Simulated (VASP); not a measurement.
**AgCl: single point with LDA**

Crystal: AgCl.

```
CELL_PARAMETERS angstrom
3.43397 0.00000 0.00000
0.00000 3.43397 0.00000
0.00000 0.00000 3.43397
ATOMIC_POSITIONS crystal
Ag 0.00000 0.00000 0.00000
Cl 0.50000 0.50000 0.50000
```

Measurements of this composition are mostly on another form, of space group No. 225.

```
Program                : VASP 6.6.1
Task                   : single point
Functional             : LDA
Potentials or basis    : VASP PAW LDA potentials, release 64 (Ag, Cl)
Cutoff                 : 520 eV
k mesh                 : 8 × 8 × 8
Occupations            : gaussian, width 0.02 eV
Spin                   : no spin polarisation
Further INCAR settings : ALGO = Normal; EDIFF = 1.00e-06
```

```yaml
Pressure: -7.6 GPa
Band_gap_on_the_k_mesh: 0.31 eV, indirect (least direct gap 1.82 eV)
```

Levels at points of the mesh, in eV from the valence-band top:
| k point | band 6 | band 7 | band 8 | band 9 | band 10 | band 11 | band 12 | band 13 |
| --- | --- | --- | --- | --- | --- | --- | --- | --- |
| (0.00, 0.00, 0.00) | -1.86 | -1.51 | -1.51 | -1.51 | 0.31 | 9.29 | 9.29 | 13.34 |
| (0.50, 0.00, 0.00) | -1.81 | -1.48 | 0.00 | 0.00 | 4.63 | 5.31 | 9.25 | 9.80 |
| (0.50, 0.50, 0.00) | -2.15 | -2.15 | -1.55 | -0.87 | 2.55 | 8.67 | 8.67 | 10.46 |
| (0.50, 0.50, 0.50) | -1.53 | -0.19 | -0.19 | -0.19 | 4.53 | 4.53 | 4.53 | 6.44 |

It took 10 s on 1 thread of Intel(R) Xeon(R) Platinum 8559C (Emerald Rapids) (shared host), peak memory 0.15 GiB.

A k mesh can miss the band edges.
